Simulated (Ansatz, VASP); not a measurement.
**One calculation of GePt, two programs**

```xyz
2
Lattice="3.1127 0.0000 0.0000 0.0000 3.1127 0.0000 0.0000 0.0000 3.3373" Properties=species:S:1:pos:R:3 pbc="T T T"
Ge    1.5563    1.5563    1.6687
Pt    0.0000    0.0000    0.0000
```

Change from the starting cell: species swapped into the FePt type (P4/mmm, No. 123).

Alike in both runs: functional PBE; k mesh 6 × 6 × 4; occupations gaussian, width 0.1 eV; no spin polarisation.

Ansatz relaxed the structure, and its values are those at the end. VASP's run is a single point on that final structure, the one shown.

```csv
,VASP,Ansatz
version,VASP 6.6.1,Ansatz 0.2.0
potentials or method,"VASP PAW PBE potentials, release 64 (Ge_d, Pt)","scalar-relativistic, plane waves, PAW"
plane-wave cutoff (eV),520,420
valence electrons in the cell,24,32
```

|  | VASP | Ansatz | Ansatz less VASP |
| --- | --- | --- | --- |
| gap on the k mesh at the Fermi level (eV) | none | none | - |
| pressure (GPa) | 0.0 | 0.0 | 0.00 |

A gap of «none» marks a metal or a gap that the smearing closes. The two sets of potentials don't hold the same shells in valence.

Caveats: the k mesh is coarse (spacing up to 0.47 Å⁻¹), so the values aren't converged. The runs have no spin-orbit coupling, so splittings on Pt are missing.
